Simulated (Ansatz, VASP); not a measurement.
**Cr: VASP beside Ansatz**

Contents of INCAR:

```
PREC     = Accurate       # precision mode
ENCUT    = 520            # plane-wave cutoff, eV
EDIFF    = 1E-6           # SCF threshold, eV
ISMEAR   = -1             # smearing method
SIGMA    = 0.1            # smearing width, eV
LREAL    = F              # projectors in reciprocal space
LASPH    = T              # aspherical terms in the spheres
NELM     = 100            # most SCF steps
ALGO     = Normal         # electronic algorithm
ISIF     = 2              # what is computed and relaxed
LWAVE    = F              # write WAVECAR
LCHARG   = F              # write CHGCAR
NBANDS   = 12             # bands
```

KPOINTS

```
regular mesh
0
Gamma
  26 26 26
```

POSCAR

```
Cr
1.0
   -1.3754050014      1.3754050014      1.3754050014
    1.3754050014     -1.3754050014      1.3754050014
    1.3754050014      1.3754050014     -1.3754050014
Cr
1
Direct
    0.0000000000      0.0000000000      0.0000000000
```

Input for Ansatz:

```yaml
crystal:
  lattice:
    - [-1.3754050013, 1.3754050013, 1.3754050013]
    - [1.3754050013, -1.3754050013, 1.3754050013]
    - [1.3754050013, 1.3754050013, -1.3754050013]
  atoms:
    - { symbol: Cr, position: [0.0, 0.0, 0.0] }
hamiltonian:
  xc: lda
  pseudopotentials:
    kind: paw
    azcp:
      Cr: "pseudopotentials/Cr.paw.azcp"
basis:
  ecutwfc: 420
  fft_grid_basis: typed
kpoints:
  mp_grid: { grid: [26, 26, 26], shift: [0, 0, 0] }
magnetization:
  spin_polarized: false
scf:
  occupations: { method: fermi_dirac, width: 0.1 }
output:
  stress: true
```

Alike in both runs: task single point; functional LDA; k mesh 26 × 26 × 26; occupations fermi-dirac, width 0.1 eV; no spin polarisation.

```csv
,VASP,Ansatz
version,VASP 6.6.1,Ansatz 0.2.0
potentials or method,"VASP PAW LDA potentials, release 64 (Cr_pv)","plane waves (420 eV) with PAW, scalar-relativistic"
plane-wave cutoff (eV),520,420
valence electrons in the cell,12,14
```

```tsv
	VASP	Ansatz	Ansatz less VASP
pressure (GPa)	13.6	13.4	-0.21
```

The two sets of potentials don't hold the same shells in valence. Ansatz warned: «pseudo_functional_mismatch».

Caveats: the run has no spin polarisation, though such a crystal can be magnetic. Spin polarisation is off, so any magnetic state and its effect on volume and gap are missing.
